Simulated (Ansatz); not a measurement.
**Effect of biaxial strain −1.01 %, plane normal [001], relaxed out of plane on GeO2**

Start from GeO2 (space group P3_121, No. 152; a = 4.9887 Å, c = 5.6753 Å). Axes: x lies along a and z along c of the hexagonal cell.

Modification: compressive biaxial strain of 1.01 % in the plane normal to [001], as in epitaxy on a mismatched substrate; the out-of-plane cell vector and the atoms relax.

Calculations: r2SCAN/PAW in Ansatz (a program for electronic structure), scalar-relativistic without spin-orbit coupling. k-mesh 8×8×6 (Γ-centred); smearing 0.05 eV (Fermi–Dirac).

The volume per atom decreases by 0.21 Å³ (13.59 Å³ → 13.38 Å³) and the space group stays P3_121 (No. 152). The shortest interatomic distance stays 1.742 Å and the pressure (mean of the normal stresses, compression positive) goes from zero to 0.51 GPa. The band gap rises by 0.02 eV (4.22 eV → 4.24 eV) and the gap character becomes indirect, L → Γ (base: indirect, K → Γ). The smallest direct gap grows by 0.01 eV, from 4.28 eV to 4.29 eV and the width of the top valence band hardly moves (0.23 eV against 0.22 eV). The electron mass becomes 0.38 mₑ out of plane, 0.42 mₑ in plane (at Γ) (base: 0.39 mₑ along c, 0.43 mₑ across (at Γ)) and the out-of-plane strain comes out as +0.44 %. The ratio −ε⊥/ε∥ is 0.44 and the mean in-plane stress (compression positive) amounts to +0.8 GPa.

Masses are band curvatures over ±0.01 Å⁻¹ around the edge. No phonon test of stability was made.
